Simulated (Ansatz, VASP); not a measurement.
Rh: VASP beside Ansatz

```
Rh
1.0
     0.00000    1.91498    1.91498
     1.91498    0.00000    1.91498
     1.91498    1.91498    0.00000
Rh
1
Direct
  0.00000 0.00000 0.00000
```

Alike in both runs: functional PBE; k mesh 18 × 18 × 18; occupations gaussian, width 0.1 eV; no spin polarisation.

Ansatz relaxed the structure, and its values are those at the end. VASP's run is a single point on that final structure, the one shown.

```csv
,VASP,Ansatz
version,VASP 6.6.1,Ansatz 0.2.0
potentials or method,"VASP PAW PBE potentials, release 64 (Rh_pv)","scalar-relativistic, plane waves, PAW"
plane-wave cutoff (eV),520,420
valence electrons in the cell,15,17
```

|  | VASP | Ansatz | Ansatz less VASP |
| --- | --- | --- | --- |
| gap on the k mesh at the Fermi level (eV) | none | none | - |
| pressure (GPa) | 0.0 | 0.0 | -0.04 |

A gap of «none» marks a metal or a gap that the smearing closes. With one functional, cell and mesh, what is left measures potentials, basis and numerics. The two sets of potentials don't hold the same shells in valence.
